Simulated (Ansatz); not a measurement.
Born–Oppenheimer molecular dynamics of a periodic cell of 24 atoms, CaF2 (host CaF2, host structure Fm-3m). It starts from a structure without forces on its atoms.

All numbers below come from DFT LDA, scalar-relativistic, plane waves, PAW in Ansatz. Settings: accuracy low, cutoff 420 eV, k mesh 2x2x2, fermi-dirac smearing 0.05 eV, no spin polarisation.

- ensemble: NVT, Langevin thermostat
- time step: 2 fs
- steps asked: 190
- set temperature: 900 K
- friction: 0.01 /fs
- seed: 472687

Frames 2 fs apart, positions in Å, forces in eV/Å.

Velocities at 80.0 fs (Å/ps):

```
Ca -3.11 0.63 -1.88
F -4.33 5.05 -4.58
F -9.61 -2.57 9.72
Ca 1.26 0.85 0.79
F -14.28 4.47 -4.95
F 3.47 8.23 4.26
Ca 1.32 -5.26 -7.66
F 1.40 13.29 2.57
F -1.86 -3.49 -5.75
Ca -0.20 3.32 4.20
F 2.20 0.36 -7.75
F 4.71 6.87 3.74
Ca -5.97 -0.40 3.17
F -1.56 3.57 9.71
F -6.38 -6.94 0.47
Ca -1.76 3.18 -0.22
F -3.09 5.95 6.89
F -2.85 -9.36 6.55
Ca -2.31 2.06 -3.14
F 1.93 11.81 -1.34
F -2.08 4.83 17.74
Ca -8.10 0.93 -3.42
F -8.77 1.09 5.13
F -0.29 -3.49 9.04
```

```xyz
24
Lattice="0.0000 5.5177 5.5177 5.5177 0.0000 5.5177 5.5177 5.5177 0.0000" Properties=species:S:1:pos:R:3:forces:R:3 time_fs=80.0 energy_less_start_eV=2.257 T=861
Ca -0.521 0.109 0.196 2.65 0.52 -0.80
F 1.137 1.554 1.485 -0.06 -0.58 -0.28
F 4.220 4.178 4.300 -0.29 -0.26 -0.19
Ca 2.635 2.710 -0.065 0.35 0.49 0.96
F 3.943 4.356 1.426 -0.06 -0.99 0.83
F 6.937 7.132 4.097 0.00 -0.52 0.11
Ca 2.773 0.080 2.926 -0.96 -0.13 -0.97
F 4.210 1.254 3.933 -0.13 0.69 0.77
F 6.836 4.232 6.902 0.00 -0.08 -0.15
Ca 5.494 2.837 2.958 0.13 -0.09 -0.60
F 6.862 4.374 4.192 0.26 -0.44 0.08
F 9.178 6.990 6.758 1.26 0.26 0.30
Ca -0.026 2.877 2.767 0.60 0.92 0.45
F 1.573 4.208 4.053 -0.32 0.19 0.00
F 4.054 6.888 6.719 -0.70 0.98 0.37
Ca 2.783 5.635 2.688 -1.58 -0.46 1.19
F 4.203 7.156 4.085 -0.61 -0.87 -0.42
F 6.735 9.560 7.084 0.28 0.39 -0.43
Ca 2.547 2.804 5.525 -0.80 1.27 -0.23
F 4.141 4.498 7.128 -0.05 -1.38 0.05
F 6.728 7.051 9.891 0.10 -0.12 -0.70
Ca 5.401 5.552 5.620 0.54 0.37 -0.06
F 6.724 6.931 6.863 0.01 0.04 0.47
F 9.721 9.679 9.930 -0.61 -0.20 -0.75
24
Lattice="0.0000 5.5177 5.5177 5.5177 0.0000 5.5177 5.5177 5.5177 0.0000" Properties=species:S:1:pos:R:3:forces:R:3 time_fs=82.0 energy_less_start_eV=2.333 T=804
Ca -0.525 0.111 0.190 2.65 0.62 -0.74
F 1.129 1.564 1.476 -0.07 -0.63 -0.14
F 4.198 4.172 4.318 -0.20 -0.22 -0.26
Ca 2.638 2.712 -0.064 0.32 0.54 1.07
F 3.916 4.364 1.416 0.04 -0.97 0.86
F 6.943 7.149 4.105 -0.09 -0.63 -0.02
Ca 2.775 0.069 2.911 -0.88 0.12 -0.78
F 4.213 1.280 3.938 -0.30 0.45 0.69
F 6.832 4.227 6.891 -0.05 -0.03 -0.10
Ca 5.495 2.844 2.964 0.11 -0.16 -0.51
F 6.867 4.375 4.178 0.18 -0.40 0.12
F 9.189 7.002 6.767 1.15 0.29 0.30
Ca -0.036 2.876 2.772 0.68 0.92 0.36
F 1.569 4.217 4.073 -0.37 0.26 -0.09
F 4.040 6.876 6.720 -0.72 1.06 0.35
Ca 2.779 5.643 2.688 -1.64 -0.47 1.16
F 4.197 7.167 4.098 -0.58 -0.94 -0.47
F 6.731 9.541 7.095 0.32 0.50 -0.49
Ca 2.542 2.811 5.518 -0.69 1.18 -0.12
F 4.146 4.521 7.126 -0.04 -1.56 0.12
F 6.724 7.059 9.925 0.02 -0.17 -0.86
Ca 5.386 5.554 5.614 0.66 0.38 -0.03
F 6.706 6.932 6.873 0.09 0.00 0.46
F 9.719 9.673 9.947 -0.59 -0.17 -0.90
24
Lattice="0.0000 5.5177 5.5177 5.5177 0.0000 5.5177 5.5177 5.5177 0.0000" Properties=species:S:1:pos:R:3:forces:R:3 time_fs=84.0 energy_less_start_eV=2.407 T=814
Ca -0.525 0.112 0.180 2.60 0.69 -0.62
F 1.123 1.574 1.467 -0.08 -0.67 -0.01
F 4.172 4.167 4.333 -0.07 -0.18 -0.31
Ca 2.642 2.716 -0.063 0.27 0.56 1.16
F 3.890 4.369 1.409 0.17 -0.90 0.84
F 6.947 7.166 4.114 -0.18 -0.74 -0.14
Ca 2.773 0.057 2.897 -0.79 0.36 -0.62
F 4.216 1.307 3.945 -0.47 0.24 0.61
F 6.831 4.224 6.883 -0.10 0.00 -0.05
Ca 5.496 2.853 2.968 0.06 -0.23 -0.41
F 6.873 4.374 4.163 0.10 -0.36 0.17
F 9.204 7.013 6.777 1.03 0.32 0.29
Ca -0.044 2.875 2.775 0.73 0.91 0.29
F 1.564 4.228 4.096 -0.44 0.32 -0.17
F 4.026 6.865 6.721 -0.73 1.15 0.34
Ca 2.772 5.651 2.686 -1.67 -0.47 1.13
F 4.190 7.176 4.110 -0.53 -0.98 -0.52
F 6.731 9.523 7.104 0.37 0.60 -0.55
Ca 2.537 2.818 5.510 -0.54 1.09 0.03
F 4.151 4.542 7.124 -0.02 -1.73 0.19
F 6.720 7.062 9.957 -0.03 -0.19 -1.00
Ca 5.374 5.557 5.608 0.74 0.39 -0.02
F 6.689 6.933 6.884 0.17 -0.02 0.45
F 9.716 9.669 9.964 -0.59 -0.16 -1.05
24
Lattice="0.0000 5.5177 5.5177 5.5177 0.0000 5.5177 5.5177 5.5177 0.0000" Properties=species:S:1:pos:R:3:forces:R:3 time_fs=86.0 energy_less_start_eV=2.478 T=822
Ca -0.523 0.115 0.170 2.54 0.72 -0.47
F 1.116 1.586 1.458 -0.08 -0.71 0.12
F 4.143 4.164 4.349 0.08 -0.13 -0.37
Ca 2.647 2.723 -0.060 0.19 0.54 1.22
F 3.866 4.368 1.406 0.33 -0.79 0.78
F 6.949 7.182 4.120 -0.27 -0.85 -0.24
Ca 2.769 0.045 2.883 -0.71 0.58 -0.50
F 4.217 1.335 3.956 -0.63 0.04 0.52
F 6.833 4.224 6.876 -0.17 0.04 -0.01
Ca 5.498 2.860 2.972 0.01 -0.29 -0.33
F 6.880 4.370 4.147 0.02 -0.32 0.24
F 9.223 7.025 6.787 0.90 0.34 0.28
Ca -0.051 2.874 2.779 0.76 0.89 0.22
F 1.560 4.242 4.122 -0.52 0.37 -0.26
F 4.013 6.855 6.723 -0.74 1.23 0.33
Ca 2.764 5.660 2.684 -1.68 -0.47 1.10
F 4.179 7.181 4.122 -0.46 -1.01 -0.58
F 6.734 9.510 7.111 0.41 0.68 -0.60
Ca 2.534 2.825 5.503 -0.40 1.00 0.17
F 4.154 4.561 7.120 0.00 -1.88 0.26
F 6.713 7.063 9.983 -0.04 -0.18 -1.11
Ca 5.361 5.562 5.602 0.81 0.39 -0.02
F 6.672 6.934 6.897 0.23 -0.05 0.43
F 9.713 9.665 9.979 -0.57 -0.15 -1.18
24
Lattice="0.0000 5.5177 5.5177 5.5177 0.0000 5.5177 5.5177 5.5177 0.0000" Properties=species:S:1:pos:R:3:forces:R:3 time_fs=88.0 energy_less_start_eV=2.535 T=819
Ca -0.519 0.120 0.160 2.44 0.70 -0.35
F 1.109 1.598 1.450 -0.09 -0.74 0.24
F 4.113 4.161 4.363 0.24 -0.07 -0.41
Ca 2.652 2.732 -0.058 0.08 0.50 1.28
F 3.842 4.365 1.405 0.49 -0.66 0.73
F 6.949 7.194 4.125 -0.33 -0.90 -0.30
Ca 2.762 0.034 2.868 -0.65 0.77 -0.39
F 4.217 1.359 3.971 -0.74 -0.11 0.43
F 6.836 4.224 6.870 -0.25 0.08 0.02
Ca 5.499 2.868 2.975 -0.06 -0.35 -0.27
F 6.885 4.365 4.129 -0.06 -0.29 0.32
F 9.242 7.037 6.797 0.76 0.35 0.28
Ca -0.059 2.875 2.784 0.78 0.86 0.15
F 1.556 4.258 4.150 -0.62 0.41 -0.34
F 3.999 6.846 6.726 -0.74 1.31 0.31
Ca 2.754 5.670 2.683 -1.66 -0.49 1.05
F 4.169 7.182 4.134 -0.39 -1.01 -0.64
F 6.736 9.501 7.115 0.43 0.75 -0.64
Ca 2.532 2.836 5.496 -0.28 0.88 0.29
F 4.157 4.576 7.117 0.04 -2.02 0.31
F 6.703 7.065 10.007 -0.02 -0.16 -1.20
Ca 5.348 5.570 5.595 0.86 0.37 0.00
F 6.656 6.936 6.912 0.29 -0.07 0.40
F 9.707 9.659 9.991 -0.53 -0.11 -1.28
24
Lattice="0.0000 5.5177 5.5177 5.5177 0.0000 5.5177 5.5177 5.5177 0.0000" Properties=species:S:1:pos:R:3:forces:R:3 time_fs=90.0 energy_less_start_eV=2.580 T=779
Ca -0.511 0.125 0.151 2.30 0.67 -0.22
F 1.101 1.610 1.441 -0.09 -0.77 0.37
F 4.083 4.158 4.372 0.41 0.01 -0.44
Ca 2.656 2.743 -0.057 -0.01 0.46 1.34
F 3.816 4.362 1.407 0.68 -0.53 0.64
F 6.947 7.201 4.129 -0.39 -0.91 -0.33
Ca 2.754 0.025 2.852 -0.60 0.95 -0.30
F 4.215 1.380 3.986 -0.81 -0.21 0.34
F 6.841 4.225 6.861 -0.35 0.12 0.05
Ca 5.501 2.876 2.977 -0.13 -0.42 -0.20
F 6.889 4.361 4.110 -0.13 -0.26 0.40
F 9.262 7.048 6.806 0.63 0.36 0.27
Ca -0.067 2.877 2.790 0.80 0.81 0.07
F 1.554 4.274 4.171 -0.72 0.45 -0.41
F 3.982 6.841 6.731 -0.71 1.35 0.28
Ca 2.744 5.682 2.682 -1.63 -0.49 0.99
F 4.159 7.178 4.145 -0.33 -1.00 -0.69
F 6.740 9.495 7.115 0.44 0.79 -0.67
Ca 2.530 2.851 5.490 -0.17 0.71 0.40
F 4.158 4.587 7.114 0.09 -2.13 0.34
F 6.695 7.073 10.030 -0.02 -0.16 -1.30
Ca 5.336 5.577 5.588 0.89 0.36 0.03
F 6.641 6.937 6.929 0.32 -0.08 0.37
F 9.700 9.654 10.001 -0.46 -0.06 -1.34
24
Lattice="0.0000 5.5177 5.5177 5.5177 0.0000 5.5177 5.5177 5.5177 0.0000" Properties=species:S:1:pos:R:3:forces:R:3 time_fs=92.0 energy_less_start_eV=2.610 T=740
Ca -0.502 0.131 0.140 2.16 0.64 -0.11
F 1.088 1.622 1.433 -0.08 -0.80 0.49
F 4.057 4.153 4.378 0.57 0.11 -0.46
Ca 2.659 2.756 -0.056 -0.10 0.43 1.41
F 3.793 4.359 1.410 0.86 -0.42 0.56
F 6.944 7.205 4.131 -0.42 -0.90 -0.33
Ca 2.747 0.018 2.834 -0.58 1.09 -0.20
F 4.212 1.402 4.002 -0.86 -0.31 0.25
F 6.844 4.226 6.849 -0.44 0.16 0.07
Ca 5.503 2.884 2.976 -0.21 -0.48 -0.14
F 6.891 4.356 4.091 -0.18 -0.22 0.46
F 9.285 7.059 6.813 0.49 0.35 0.28
Ca -0.074 2.880 2.797 0.81 0.74 -0.01
F 1.551 4.288 4.186 -0.82 0.48 -0.46
F 3.963 6.839 6.736 -0.66 1.34 0.26
Ca 2.734 5.692 2.681 -1.58 -0.48 0.92
F 4.147 7.174 4.157 -0.26 -0.99 -0.74
F 6.743 9.491 7.111 0.45 0.83 -0.70
Ca 2.529 2.866 5.484 -0.08 0.52 0.47
F 4.160 4.593 7.112 0.13 -2.18 0.34
F 6.690 7.081 10.051 -0.03 -0.18 -1.41
Ca 5.326 5.585 5.582 0.89 0.34 0.06
F 6.631 6.937 6.947 0.33 -0.09 0.34
F 9.693 9.648 10.007 -0.38 0.00 -1.37
24
Lattice="0.0000 5.5177 5.5177 5.5177 0.0000 5.5177 5.5177 5.5177 0.0000" Properties=species:S:1:pos:R:3:forces:R:3 time_fs=94.0 energy_less_start_eV=2.634 T=699
Ca -0.492 0.136 0.128 2.03 0.63 0.00
F 1.075 1.633 1.426 -0.06 -0.83 0.58
F 4.035 4.147 4.380 0.72 0.23 -0.47
Ca 2.661 2.768 -0.054 -0.20 0.41 1.46
F 3.773 4.358 1.414 1.02 -0.33 0.49
F 6.940 7.206 4.134 -0.43 -0.87 -0.29
Ca 2.741 0.010 2.815 -0.57 1.23 -0.11
F 4.210 1.424 4.019 -0.89 -0.39 0.17
F 6.846 4.226 6.838 -0.52 0.21 0.09
Ca 5.505 2.891 2.974 -0.29 -0.54 -0.08
F 6.894 4.351 4.071 -0.22 -0.19 0.53
F 9.309 7.071 6.819 0.34 0.32 0.31
Ca -0.080 2.884 2.805 0.81 0.67 -0.08
F 1.547 4.301 4.195 -0.90 0.51 -0.49
F 3.943 6.839 6.743 -0.60 1.29 0.24
Ca 2.724 5.700 2.681 -1.51 -0.46 0.84
F 4.136 7.168 4.173 -0.20 -0.98 -0.81
F 6.746 9.487 7.106 0.46 0.87 -0.73
Ca 2.530 2.882 5.480 -0.02 0.32 0.50
F 4.163 4.594 7.111 0.17 -2.18 0.32
F 6.686 7.091 10.068 -0.04 -0.21 -1.50
Ca 5.317 5.594 5.575 0.88 0.31 0.10
F 6.624 6.936 6.962 0.33 -0.09 0.31
F 9.688 9.641 10.012 -0.30 0.08 -1.40
24
Lattice="0.0000 5.5177 5.5177 5.5177 0.0000 5.5177 5.5177 5.5177 0.0000" Properties=species:S:1:pos:R:3:forces:R:3 time_fs=96.0 energy_less_start_eV=2.661 T=660
Ca -0.482 0.139 0.118 1.91 0.65 0.08
F 1.061 1.647 1.422 -0.03 -0.88 0.64
F 4.014 4.141 4.382 0.86 0.35 -0.49
Ca 2.663 2.779 -0.053 -0.28 0.38 1.52
F 3.755 4.356 1.418 1.16 -0.26 0.43
F 6.933 7.207 4.136 -0.42 -0.81 -0.23
Ca 2.735 0.002 2.797 -0.58 1.36 -0.02
F 4.206 1.447 4.034 -0.89 -0.47 0.11
F 6.847 4.227 6.828 -0.59 0.26 0.11
Ca 5.508 2.896 2.972 -0.36 -0.58 -0.03
F 6.899 4.348 4.052 -0.26 -0.17 0.59
F 9.331 7.083 6.825 0.21 0.28 0.33
Ca -0.085 2.889 2.814 0.81 0.59 -0.14
F 1.542 4.312 4.202 -0.97 0.54 -0.51
F 3.925 6.839 6.748 -0.54 1.23 0.23
Ca 2.715 5.707 2.679 -1.44 -0.44 0.77
F 4.123 7.161 4.188 -0.13 -0.96 -0.88
F 6.747 9.486 7.098 0.45 0.89 -0.75
Ca 2.533 2.900 5.478 -0.01 0.09 0.51
F 4.165 4.591 7.112 0.22 -2.16 0.26
F 6.683 7.103 10.079 -0.06 -0.25 -1.58
Ca 5.306 5.603 5.566 0.88 0.28 0.16
F 6.618 6.933 6.974 0.31 -0.08 0.30
F 9.685 9.633 10.015 -0.23 0.16 -1.40
```

Of the whole run (380 fs, mean temperature of the second half 858 K): A run of 0.38 ps of so small a system gives no equilibrium averages. Limits of this set-up: low accuracy level.

Time of the run: 12 min on 2 threads of AMD EPYC 9R14 (Zen 4), with other jobs on the host, peak memory 0.99 GiB.
